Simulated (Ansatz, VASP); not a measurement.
## MgO: VASP beside Ansatz

```
Mg O
1.0
     2.10039    2.10039    0.00000
    -2.10039    2.10039    0.00000
     0.00000    2.10039    2.06760
Mg O
1 1
Direct
  0.00000 0.00000 0.00000
  0.50000 0.50000 0.00000
```

Change from the starting cell: in-plane strain +0.01, out-of-plane length and atoms relaxed by PAW.

Alike in both runs: functional LDA; k mesh 10 × 10 × 10; no spin polarisation.

Ansatz relaxed the structure, and its values are those at the end. VASP's run is a single point on that final structure, the one shown.

```csv
,VASP,Ansatz
version,VASP 6.6.1,Ansatz 0.2.0
potentials or method,"VASP PAW LDA potentials, release 64 (Mg, O)","PAW with Ansatz's default frozen-core files, scalar-relativistic"
plane-wave cutoff (eV),520,420
occupations,"gaussian, width 0.01 eV",fixed
valence electrons in the cell,8,16
```

VASP gave:

| Quantity | Value |
| --- | --- |
| pressure (GPa) | -4.0 |

Question: Which values does Ansatz return?

Answer: Pressure (GPa): -2.3.

The two sets of potentials don't hold the same shells in valence.
